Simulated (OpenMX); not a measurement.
Crystal: Br.

```
Br
1.0
     3.36325   -2.32255    0.00000
     3.36325    2.32255    0.00000
     0.00000    0.00000    8.70230
Br
4
Direct
  0.36510 0.63490 0.39010
  0.13490 0.86510 0.89010
  0.63490 0.36510 0.60990
  0.86510 0.13490 0.10990
```

Base run:

```yaml
Program: OpenMX 3.8.5
Functional: PBE
Potentials_or_basis: OpenMX 2013 PBE set, Br7.0-s3p2d2f1, grid cutoff 300 Ry
k_mesh: 7 × 7 × 3
Occupations: fermi-dirac, width 0.05 eV
Spin: no spin polarisation
```

Its results: band gap on the k mesh 1.90 eV, indirect (least direct gap 1.92 eV); pressure 1.8 GPa; largest force 1.141 eV/Å.

The run is repeated on the same cell with these changes: potentials or basis from OpenMX 2013 PBE set, Br7.0-s3p2d2f1, grid cutoff 300 Ry to OpenMX 2013 PBE set, Br7.0-s3p2d2, grid cutoff 300 Ry. What comes out?

Band gap on the k mesh 1.82 eV, indirect (least direct gap 1.84 eV); pressure 2.1 GPa; largest force 1.534 eV/Å.

Caveats: the basis of atomic orbitals isn't converged, which shifts pressures, moduli and gaps; forces of over 1 eV/Å show positions far from the minimum, so gaps and moduli don't describe the material at rest.

Not every run made on this cell is shown here.
